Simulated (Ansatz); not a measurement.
Crystal: AlNi.

```
Ni Al
1.0
     2.88100    0.00000    0.00000
     0.00000    2.88100    0.00000
     0.00000    0.00000    2.88100
Ni Al
1 1
Direct
  0.50000 0.50000 0.50000
  0.00000 0.00000 0.00000
```

| Property | Result |
| --- | --- |
| Program | Ansatz 0.2.0 |
| Task | relaxation of cell and atoms |
| Functional | PBEsol |
| Dispersion | D3(BJ) |
| Potentials or basis | all-electron LAPW, scalar-relativistic |
| Basis error allowed | 0.001 eV/atom |
| k mesh | 9 × 9 × 9 |
| Occupations | fermi-dirac, width 0.05 eV |
| Spin | collinear spin, ferromagnetic start |
| Starting moments | [1.0, 0.0] μB |

At the start: volume 11.96 Å³/atom.

How do energy, volume and symmetry change on relaxing?

Over 5 steps the energy falls by 17.9 meV/atom and the volume is 11.34 Å³/atom (-5.2 %); space group Pm-3m (No. 221, to 0.05 Å); moment 0.00 μB per cell.

Step by step:
```
step  energy change (eV)  largest force (eV/Å)  volume (Å³)
   1              0.0000                0.0000        23.91
   2             -0.0303                0.0000        23.15
   3             -0.0357                0.0000        22.63
   4             -0.0358                0.0000        22.68
   5             -0.0358                0.0000        22.68
```

Final structure:
```cif
data_structure
_symmetry_space_group_name_H-M 'P 1'
_symmetry_Int_Tables_number 1
_cell_length_a 2.8304
_cell_length_b 2.8304
_cell_length_c 2.8304
_cell_angle_alpha 90.000
_cell_angle_beta 90.000
_cell_angle_gamma 90.000
_cell_volume 22.68
loop_
_atom_site_label
_atom_site_type_symbol
_atom_site_fract_x
_atom_site_fract_y
_atom_site_fract_z
_atom_site_occupancy
Ni1 Ni 0.50000 0.50000 0.50000 1
Al1 Al 0.00000 0.00000 0.00000 1
```

Caveat: the starting moments weren't kept.
